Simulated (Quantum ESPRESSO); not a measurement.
# Cu2O (Cuprite) (Pn-3m) in Quantum ESPRESSO: band structure with PBEsol+D3(BJ)

Aim: the band structure of Cu2O (Cuprite) with PBEsol+D3(BJ).

Everything below comes from runs of Quantum ESPRESSO 7.5. Logs are shortened: lines on timing, memory, paths and dates and some standing lists are left out, and cuts for length are marked.

### Step 1. The undisturbed crystal

Symmetry: Pn-3m, No. 224, cubic system. The conventional cell has a = 4.260 Å, b = 4.260 Å, c = 4.260 Å, α = 90.00°, β = 90.00°, γ = 90.00°. Around Cu (site symmetry -3m) lie 2 O at 1.84 Å. O (site symmetry -43m) is surrounded by 4 Cu at 1.84 Å.

### Step 2. Band structure, PBEsol+D3(BJ) (volume scaled by 0.88)

File pw.in:

```
&CONTROL
  calculation = 'scf'
  prefix = 'pwscf'
  outdir = './tmp'
  pseudo_dir = './pseudo'
  tprnfor = .true.
  tstress = .true.
  disk_io = 'low'
/
&SYSTEM
  space_group = 224
  A = 4.08228972
  nat = 2
  ntyp = 2
  ecutwfc = 56
  ecutrho = 448
  nbnd = 57
  occupations = 'fixed'
  vdw_corr = 'grimme-d3'
  dftd3_version = 4
  dftd3_threebody = .false.
/
&ELECTRONS
  conv_thr = 1.2d-09
  electron_maxstep = 120
  mixing_beta = 0.5
/
ATOMIC_SPECIES
Cu    63.5460 cu_pbesol_v1.2.uspp.F.UPF
O     15.9990 o_pbesol_v1.2.uspp.F.UPF
ATOMIC_POSITIONS crystal_sg
Cu     0.7500000000    0.2500000000    0.7500000000
O      0.5000000000    0.5000000000    0.5000000000
K_POINTS automatic
6 6 6 0 0 0
```

File pp_density.in:

```
&INPUTPP
  prefix = 'pwscf'
  outdir = './tmp'
  filplot = 'density.dat'
  plot_num = 0
/
&PLOT
  nfile = 1
  filepp(1) = 'density.dat'
  iflag = 3
  output_format = 6
  fileout = 'density.cube'
/
```

File pp_potential.in:

```
&INPUTPP
  prefix = 'pwscf'
  outdir = './tmp'
  filplot = 'potential.dat'
  plot_num = 11
/
&PLOT
  nfile = 1
  filepp(1) = 'potential.dat'
  iflag = 3
  output_format = 6
  fileout = 'potential.cube'
/
```

File bands.in:

```
&CONTROL
  calculation = 'bands'
  prefix = 'pwscf'
  outdir = './tmp'
  pseudo_dir = './pseudo'
  disk_io = 'low'
  verbosity = 'high'
/
&SYSTEM
  space_group = 224
  A = 4.26
  nat = 2
  ntyp = 2
  ecutwfc = 56
  ecutrho = 448
  nbnd = 57
  occupations = 'fixed'
  vdw_corr = 'grimme-d3'
  dftd3_version = 4
  dftd3_threebody = .false.
/
&ELECTRONS
  conv_thr = 1d-08
  electron_maxstep = 120
  mixing_beta = 0.5
  diago_full_acc = .true.
  startingwfc = 'random'
/
ATOMIC_SPECIES
Cu    63.5460 cu_pbesol_v1.2.uspp.F.UPF
O     15.9990 o_pbesol_v1.2.uspp.F.UPF
ATOMIC_POSITIONS crystal_sg
Cu     0.7500000000    0.2500000000    0.7500000000
O      0.5000000000    0.5000000000    0.5000000000
K_POINTS crystal
60
 0.0000000000  0.0000000000  0.0000000000 1
 0.0000000000  0.0714285714  0.0000000000 1
 0.0000000000  0.1428571429  0.0000000000 1
 0.0000000000  0.2142857143  0.0000000000 1
 0.0000000000  0.2857142857  0.0000000000 1
 0.0000000000  0.3571428571  0.0000000000 1
 0.0000000000  0.4285714286  0.0000000000 1
 0.0000000000  0.5000000000  0.0000000000 1
 0.0714285714  0.5000000000  0.0000000000 1
 0.1428571429  0.5000000000  0.0000000000 1
 0.2142857143  0.5000000000  0.0000000000 1
 0.2857142857  0.5000000000  0.0000000000 1
 0.3571428571  0.5000000000  0.0000000000 1
 0.4285714286  0.5000000000  0.0000000000 1
 0.5000000000  0.5000000000  0.0000000000 1
 0.4545454545  0.4545454545  0.0000000000 1
 0.4090909091  0.4090909091  0.0000000000 1
 0.3636363636  0.3636363636  0.0000000000 1
 0.3181818182  0.3181818182  0.0000000000 1
 0.2727272727  0.2727272727  0.0000000000 1
 0.2272727273  0.2272727273  0.0000000000 1
 0.1818181818  0.1818181818  0.0000000000 1
 0.1363636364  0.1363636364  0.0000000000 1
 0.0909090909  0.0909090909  0.0000000000 1
 0.0454545455  0.0454545455  0.0000000000 1
 0.0000000000  0.0000000000  0.0000000000 1
 0.0357142857  0.0357142857  0.0357142857 1
 0.0714285714  0.0714285714  0.0714285714 1
 0.1071428571  0.1071428571  0.1071428571 1
 0.1428571429  0.1428571429  0.1428571429 1
 0.1785714286  0.1785714286  0.1785714286 1
 0.2142857143  0.2142857143  0.2142857143 1
 0.2500000000  0.2500000000  0.2500000000 1
 0.2857142857  0.2857142857  0.2857142857 1
 0.3214285714  0.3214285714  0.3214285714 1
 0.3571428571  0.3571428571  0.3571428571 1
 0.3928571429  0.3928571429  0.3928571429 1
 0.4285714286  0.4285714286  0.4285714286 1
 0.4642857143  0.4642857143  0.4642857143 1
 0.5000000000  0.5000000000  0.5000000000 1
 0.4545454545  0.5000000000  0.4545454545 1
 0.4090909091  0.5000000000  0.4090909091 1
 0.3636363636  0.5000000000  0.3636363636 1
 0.3181818182  0.5000000000  0.3181818182 1
 0.2727272727  0.5000000000  0.2727272727 1
 0.2272727273  0.5000000000  0.2272727273 1
 0.1818181818  0.5000000000  0.1818181818 1
 0.1363636364  0.5000000000  0.1363636364 1
 0.0909090909  0.5000000000  0.0909090909 1
 0.0454545455  0.5000000000  0.0454545455 1
 0.0000000000  0.5000000000  0.0000000000 1
 0.5000000000  0.5000000000  0.0000000000 1
 0.5000000000  0.5000000000  0.0625000000 1
 0.5000000000  0.5000000000  0.1250000000 1
 0.5000000000  0.5000000000  0.1875000000 1
 0.5000000000  0.5000000000  0.2500000000 1
 0.5000000000  0.5000000000  0.3125000000 1
 0.5000000000  0.5000000000  0.3750000000 1
 0.5000000000  0.5000000000  0.4375000000 1
 0.5000000000  0.5000000000  0.5000000000 1
```

Potentials or basis: GBRV 1.5 PBEsol.

Launch:

```bash
> OMP_NUM_THREADS=1 pw.x -in pw.in > pw.out
> OMP_NUM_THREADS=1 pp.x -in pp_density.in > pp_density.out
> OMP_NUM_THREADS=1 pp.x -in pp_potential.in > pp_potential.out
> OMP_NUM_THREADS=1 pw.x -in bands.in > bands.out
```

pw.out:

```text
This program is part of the open-source Quantum ESPRESSO suite
     for quantum simulation of materials; please cite
[... 6 lines left out ...]
     --------------------
     sticks:   dense  smooth     PW     G-vecs:    dense   smooth      PW
     Sum        2109    1057    325                73447    25821    4337

     Using Slab Decomposition

     bravais-lattice index     =            1
     lattice parameter (alat)  =       7.7144  a.u.
     unit-cell volume          =     459.1008 (a.u.)^3
     number of atoms/cell      =            6
     number of atomic types    =            2
     number of electrons       =        88.00
     number of Kohn-Sham states=           57
     kinetic-energy cutoff     =      56.0000  Ry
     charge density cutoff     =     448.0000  Ry
     scf convergence threshold =      1.2E-09
     mixing beta               =       0.5000
     number of iterations used =            8  plain     mixing
     Exchange-correlation= SLA  PW   PSX  PSC
                           (   1   4  10   8   0   0   0)

     celldm(1)=   7.714410  celldm(2)=   0.000000  celldm(3)=   0.000000
     celldm(4)=   0.000000  celldm(5)=   0.000000  celldm(6)=   0.000000

     crystal axes: (cart. coord. in units of alat)
               a(1) = (   1.000000   0.000000   0.000000 )
               a(2) = (   0.000000   1.000000   0.000000 )
               a(3) = (   0.000000   0.000000   1.000000 )

     reciprocal axes: (cart. coord. in units 2 pi/alat)
               b(1) = (  1.000000  0.000000  0.000000 )
               b(2) = (  0.000000  1.000000  0.000000 )
               b(3) = (  0.000000  0.000000  1.000000 )

     PseudoPot. # 1 for Cu read from file:
     cu_pbesol_v1.2.uspp.F.UPF
     Pseudo is Ultrasoft + core correction, Zval = 19.0
     Generated by new atomic code, or converted to UPF format
     Using radial grid of  867 points,  6 beta functions with:
                l(1) =   0
                l(2) =   0
                l(3) =   1
                l(4) =   1
                l(5) =   2
                l(6) =   2
     Q(r) pseudized with  8 coefficients,  rinner =    1.150   1.150   1.150
                                                       1.150   1.150

     PseudoPot. # 2 for O  read from file:
     o_pbesol_v1.2.uspp.F.UPF
     Pseudo is Ultrasoft + core correction, Zval =  6.0
     Generated by new atomic code, or converted to UPF format
     Using radial grid of  737 points,  5 beta functions with:
                l(1) =   0
                l(2) =   0
                l(3) =   1
                l(4) =   1
                l(5) =   2
     Q(r) pseudized with  8 coefficients,  rinner =    0.900   0.900   0.900
                                                       0.900   0.900

[... 30 lines left out ...]
         atom   Coordination number  R0_AB[au]  C6      C8
         Cu         5.096            3.119    349.99  28675.33
         Cu         5.096            3.119    349.99  28675.33
         Cu         5.096            3.119    349.99  28675.33
         Cu         5.096            3.119    349.99  28675.33
         O          3.966            2.345     20.74    418.58
         O          3.966            2.345     20.74    418.58

         Molecular C6 ( Ry / a.u.^6 ) =      6889.53

     number of k points=    20
                       cart. coord. in units 2pi/alat
        k(    1) = (   0.0000000   0.0000000   0.0000000), wk =   0.0092593
        k(    2) = (   0.0000000   0.0000000   0.1666667), wk =   0.0555556
        k(    3) = (   0.0000000   0.0000000   0.3333333), wk =   0.0555556
        k(    4) = (   0.0000000   0.0000000  -0.5000000), wk =   0.0277778
        k(    5) = (   0.0000000   0.1666667   0.1666667), wk =   0.1111111
        k(    6) = (   0.0000000   0.1666667   0.3333333), wk =   0.2222222
[... 12 lines left out ...]
        k(   19) = (   0.3333333  -0.5000000  -0.5000000), wk =   0.0555556
        k(   20) = (  -0.5000000  -0.5000000  -0.5000000), wk =   0.0092593

     Dense  grid:    73447 G-vectors     FFT dimensions: (  54,  54,  54)

     Smooth grid:    25821 G-vectors     FFT dimensions: (  40,  40,  40)

     Check: negative core charge=   -0.000002

     Initial potential from superposition of free atoms

     starting charge      84.0000, renormalised to      88.0000
     Starting wfcs are   60 randomized atomic wfcs

     Self-consistent Calculation

     iteration #  1     ecut=    56.00 Ry     beta= 0.50
     Davidson diagonalization with overlap
     ethr =  1.00E-02,  avg # of iterations =  3.9

     total energy              =   -1669.68439751 Ry
     estimated scf accuracy    <      16.38514462 Ry
[... 99 lines left out ...]
     iteration # 16     ecut=    56.00 Ry     beta= 0.50
     Davidson diagonalization with overlap
     ethr =  2.38E-12,  avg # of iterations =  2.0

     End of self-consistent calculation

          k = 0.0000 0.0000 0.0000 (  3239 PWs)   bands (ev):

   -99.4602 -99.4569 -99.4569 -99.4569 -57.2302 -57.2029 -57.2029 -57.2029
   -56.9436 -56.9436 -56.9298 -56.9298 -56.9298 -56.9237 -56.9237 -56.9237
    -8.5352  -7.4695   4.1953   4.1953   4.1953   6.9148   7.0873   7.0873
     7.0873   8.9946   8.9946   9.1607   9.1607   9.1607  10.2696  10.2696
    10.4154  10.4154  10.4154  10.5733  10.5733  10.5733  10.8572  10.8572
    10.8572  12.7494  12.7494  12.7494  13.3892  13.3892  13.6194  21.4003
    21.4003  21.4003  22.3379  22.3379  22.3379  23.9027  25.9956  25.9962
    26.1717
[... 190 lines left out ...]
   -99.4580 -99.4576 -99.4576 -99.4576 -57.2293 -57.2046 -57.2027 -57.2027
   -56.9414 -56.9414 -56.9411 -56.9256 -56.9249 -56.9249 -56.9244 -56.9241
    -8.2447  -7.6394   4.2764   4.2764   4.5164   5.9443   6.0440   6.0440
     8.8137   8.8246   8.8246   9.6471   9.6560   9.9375   9.9375   9.9834
    10.2971  10.2971  10.3408  10.5317  10.6498  10.6498  10.7158  10.7368
    11.7003  11.7685  11.7685  12.0363  14.5508  15.4515  15.4515  17.1499
    18.1483  18.1483  20.9787  22.4224  26.5583  26.5583  27.1775  27.2155
    28.2366

          k =-0.5000-0.5000-0.5000 (  3184 PWs)   bands (ev):

   -99.4580 -99.4576 -99.4576 -99.4576 -57.2312 -57.2027 -57.2027 -57.2027
   -56.9423 -56.9423 -56.9423 -56.9244 -56.9244 -56.9240 -56.9240 -56.9240
    -8.2826  -7.5814   4.3405   4.3405   4.3405   6.0041   6.0041   6.0041
     8.7739   8.7739   8.7739   9.5981   9.5981   9.9385   9.9385   9.9385
    10.3451  10.3451  10.3451  10.5918  10.5918  10.5918  10.7909  10.7909
    11.6467  12.0550  12.0550  12.0550  14.8702  14.8702  14.8702  18.0674
    18.0674  18.0674  19.9668  21.7726  27.3390  27.3390  28.8011  28.8011
    28.8011

     highest occupied, lowest unoccupied level (ev):    12.7494   13.3892

!    total energy              =   -1678.48565752 Ry
     estimated scf accuracy    <          3.4E-10 Ry

     The total energy is the sum of the following terms:
     one-electron contribution =   -1233.37379496 Ry
     hartree contribution      =     662.82444056 Ry
     xc contribution           =    -168.22964002 Ry
     ewald contribution        =    -939.57268090 Ry
     DFT-D3 Dispersion         =      -0.13398220 Ry

     convergence has been achieved in  16 iterations

     Forces acting on atoms (cartesian axes, Ry/au):

     atom    1 type  1   force =    -0.00000000    0.00000000    0.00000000
     atom    2 type  1   force =    -0.00000000    0.00000000    0.00000000
     atom    3 type  1   force =     0.00000000    0.00000000    0.00000000
     atom    4 type  1   force =     0.00000000    0.00000000    0.00000000
     atom    5 type  2   force =     0.00000000    0.00000000    0.00000000
     atom    6 type  2   force =     0.00000000    0.00000000    0.00000000

     Total force =     0.000000     Total SCF correction =     0.000000

     Computing stress (Cartesian axis) and pressure

          total   stress  (Ry/bohr**3)                   (kbar)     P=      133.74
   0.00090915   0.00000000   0.00000000          133.74        0.00        0.00
   0.00000000   0.00090915   0.00000000            0.00      133.74        0.00
   0.00000000   0.00000000   0.00090915            0.00        0.00      133.74

=------------------------------------------------------------------------------=
   JOB DONE.
=------------------------------------------------------------------------------=
```

Run time: 5.9 min. Hardware: 1 thread of Arm Neoverse V1, shared host; peak memory 0.35 GiB.

Results:

- Free energy: -22836.9608 eV
- Pressure: 13.4 GPa
- Band gap on the k mesh: 0.64 eV, direct
- Band gap along the path: 0.64 eV, direct

Levels at the corners of the path, in eV from the valence-band top:
| point | band 40 | band 41 | band 42 | band 43 | band 44 | band 45 | band 46 | band 47 | band 48 | band 49 |
| --- | --- | --- | --- | --- | --- | --- | --- | --- | --- | --- |
| Γ | -1.89 | -1.89 | 0.00 | 0.00 | 0.00 | 0.64 | 0.64 | 0.87 | 8.65 | 8.65 |
| X | -2.05 | -1.47 | -1.47 | -0.49 | -0.49 | 2.57 | 2.57 | 4.08 | 4.08 | 7.78 |
| M | -1.83 | -1.49 | -1.49 | -0.80 | -0.80 | 1.92 | 1.92 | 4.07 | 4.07 | 7.09 |
| Γ | -1.89 | -1.89 | 0.00 | 0.00 | 0.00 | 0.64 | 0.64 | 0.87 | 8.65 | 8.65 |
| R | -1.96 | -1.10 | -0.69 | -0.69 | -0.69 | 2.12 | 2.12 | 2.12 | 5.32 | 5.32 |
| X | -2.05 | -1.47 | -1.47 | -0.49 | -0.49 | 2.57 | 2.57 | 4.08 | 4.08 | 7.78 |
| M | -1.83 | -1.49 | -1.49 | -0.80 | -0.80 | 1.92 | 1.92 | 4.07 | 4.07 | 7.09 |
| R | -1.96 | -1.10 | -0.69 | -0.69 | -0.69 | 2.12 | 2.12 | 2.12 | 5.32 | 5.32 |
